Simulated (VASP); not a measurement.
# SiC in VASP 6.6.1, single-point calculation

INCAR

```
ENCUT = 800
NSW = 0
SIGMA = 0.05
LWAVE = .FALSE.
LCHARG = .FALSE.
PREC = High
ISMEAR = -4
LREAL = .FALSE.
NBANDS = 11
IBRION = -1
EDIFF = 1E-7
ISIF = 2
LASPH = .TRUE.
NELM = 120
GGA = PS
```

KPOINTS

```
KPOINTS created by Atomic Simulation Environment
0
Gamma
10 10 10
0 0 0
```

POSCAR

```
Si C
 1.0000000000000000
     2.6201228653549338    0.0000000000000000   -0.0000000000000000
     0.0000000000000000    2.6201228653549338    0.0000000000000000
    -0.0000000000000000    0.0000000000000000    2.6201228653549338
 Si  C
   1   1
Cartesian
  0.0000000000000000 -0.0000000000000000 -0.0000000000000000
  1.3100614326774669  1.3100614326774669  1.3100614326774669
```

The recommended PBE PAW datasets give the neutral cell 8 valence electrons.

Command

```
mpirun -np 1 vasp_std
```

OSZICAR

```
N       E                     dE             d eps       ncg     rms          rms(c)
DAV:   1     0.882656914285E+01    0.88266E+01   -0.50490E+03  1232   0.898E+02
DAV:   2    -0.115650771994E+02   -0.20392E+02   -0.19607E+02  1563   0.123E+02
DAV:   3    -0.122284648093E+02   -0.66339E+00   -0.65339E+00  1522   0.170E+01
DAV:   4    -0.122302413407E+02   -0.17765E-02   -0.17759E-02  1362   0.101E+00
DAV:   5    -0.122302451116E+02   -0.37709E-05   -0.37720E-05  1481   0.458E-02    0.524E+00
DAV:   6    -0.117520276933E+02    0.47822E+00   -0.19072E+00  1297   0.576E+00    0.242E+00
DAV:   7    -0.117452251122E+02    0.68026E-02   -0.52205E-02  1483   0.155E+00    0.116E+00
DAV:   8    -0.117400880035E+02    0.51371E-02   -0.48098E-03  1328   0.441E-01    0.114E-01
DAV:   9    -0.117399385279E+02    0.14948E-03   -0.35268E-04  1578   0.954E-02    0.621E-02
DAV:  10    -0.117399376401E+02    0.88772E-06   -0.11139E-05  1437   0.265E-02    0.629E-03
DAV:  11    -0.117399369756E+02    0.66459E-06   -0.15283E-06  1451   0.611E-03    0.104E-03
DAV:  12    -0.117399368003E+02    0.17520E-06   -0.56763E-08   790   0.178E-03    0.262E-04
DAV:  13    -0.117399367955E+02    0.48200E-08   -0.28329E-09   745   0.434E-04
   1 F= -.11739937E+02 E0= -.11739937E+02  d E =0.000000E+00
```

Standard output (part)

```
POSCAR found type information on POSCAR SiC
 POSCAR found :  2 types and       2 ions
 LDA part: xc-table for (Slater+PW92), standard interpolation
 POSCAR, INCAR and KPOINTS ok, starting setup
 WAVECAR not read
 entering main loop
|     Tetrahedron method does not include variations of the Fermi             |
|     occupations, so forces and stress will be inaccurate. We suggest        |
|     using a different smearing scheme ISMEAR = 1 or 2 for metals in         |
|     relaxations.                                                            |
```

From OUTCAR

```
k-points           NKPTS =     56   k-points in BZ     NKDIM =     56   number of bands    NBANDS=     11

   NELECT =       8.0000    total number of electrons

   dimension x,y,z NGX =    24 NGY =   24 NGZ =   24
   dimension x,y,z NGXF=    28 NGYF=   28 NGZF=   28

  energy-cutoff  :      800.00
  volume of cell :       17.99
      direct lattice vectors                 reciprocal lattice vectors
     2.620122865  0.000000000  0.000000000     0.381661491  0.000000000  0.000000000
     0.000000000  2.620122865  0.000000000     0.000000000  0.381661491  0.000000000
     0.000000000  0.000000000  2.620122865     0.000000000  0.000000000  0.381661491

 k-points in reciprocal lattice and weights: KPOINTS created by Atomic Simulation Env
   0.00000000  0.00000000  0.00000000       0.001
   0.10000000  0.00000000  0.00000000       0.006
   0.20000000  0.00000000  0.00000000       0.006
   0.30000000  0.00000000  0.00000000       0.006
   0.40000000  0.00000000  0.00000000       0.006
   0.50000000  0.00000000  0.00000000       0.003
   0.10000000  0.10000000  0.00000000       0.012
   0.20000000  0.10000000  0.00000000       0.024
   ...

 E-fermi :  11.4645

 k-point     1 :       0.0000    0.0000    0.0000
  band No.  band energies     occupation
      1      -6.2951      2.00000
      2      10.3893      2.00000
      3      10.3893      2.00000
      4      10.3893      2.00000
      5      13.3756      0.00000
      6      16.3386      0.00000
      7      16.3386      0.00000
      8      24.5595      0.00000
      9      24.5595      0.00000
     10      24.5595      0.00000
     11      31.8350      0.00000

 k-point     2 :       0.1000    0.0000    0.0000
  band No.  band energies     occupation
      1      -6.0990      2.00000
      2       8.6723      2.00000
      3      10.5316      2.00000
      4      10.5316      2.00000
      5      13.9325      0.00000
      6      16.5356      0.00000
      7      17.6680      0.00000
      8      24.0476      0.00000
      9      24.0476      0.00000
     10      24.4212      0.00000
     11      31.5309      0.00000

 k-point     3 :       0.2000    0.0000    0.0000
  band No.  band energies     occupation
      1      -5.5132      2.00000
      2       5.9143      2.00000
      3      10.9398      1.99998
      4      10.9398      1.98660
      5      14.5466      0.00000
      6      17.1163      0.00000
      7      19.6612      0.00000
      8      22.7123      0.00000
      9      22.7123      0.00000
     10      24.7967      0.00000
     11      30.9851      0.00000

 k-point     4 :       0.3000    0.0000    0.0000
  band No.  band energies     occupation
      1      -4.5482      2.00000
      2       3.2413      2.00000
      3      11.5430      1.88153
      4      11.5430      1.06291
      5      15.2779      0.00000
      6      18.0365      0.00000
      7      19.7851      0.00000
      8      21.0769      0.00000
      9      21.0769      0.00000
     10      27.1982      0.00000
     11      27.9452      0.00000

 k-point     5 :       0.4000    0.0000    0.0000
  band No.  band energies     occupation
      1      -3.2428      2.00000
      2       0.8780      2.00000
      3      12.1627      0.99346
      4      12.1627      0.14090
      5      16.1571      0.00000
      6      18.8579      0.00000
      7      19.1329      0.00000
      8      19.7108      0.00000
      9      19.7108      0.00000
     10      25.5705      0.00000
     11      30.3520      0.00000

 ...

  Total        0.2097545      0.2097545      0.2097545      0.0000000      0.0000000     -0.0000000
  in kB       18.6834396     18.6834396     18.6834396      0.0000000      0.0000000     -0.0000000
  external PRESSURE =      18.6834396 kB  Pullay stress =       0.0000000 kB

 POSITION                                       TOTAL-FORCE (eV/Angst)
 -----------------------------------------------------------------------------------
      0.00000      0.00000      0.00000         0.000000      0.000000      0.000000
      1.31006      1.31006      1.31006         0.000000      0.000000      0.000000
 -----------------------------------------------------------------------------------
    total drift:                                0.000000     -0.000000      0.000000

  FREE ENERGIE OF THE ION-ELECTRON SYSTEM (eV)
  ---------------------------------------------------
  free  energy   TOTEN  =       -11.7399367955 eV

  energy  without entropy=      -11.7399367955  energy(sigma->0) =      -11.73993680
```

It converged. Results: gap between bands v and c on the k mesh -3.68 eV (bands overlap: a metal); least direct gap on the k mesh 0.01 eV; pressure 1.9 GPa. Band v is the last that the valence electrons fill when counted band by band, and c is the next.

For comparison, a separate PBEsol run of the intended cell, on usual settings and not on those above, gives a gap of -3.60 eV on its mesh and a pressure of 0.5 GPa.

The run above took about 4.3 s on one core of a shared host (Intel Xeon 6975P-C) and held 0.13 GiB at most.
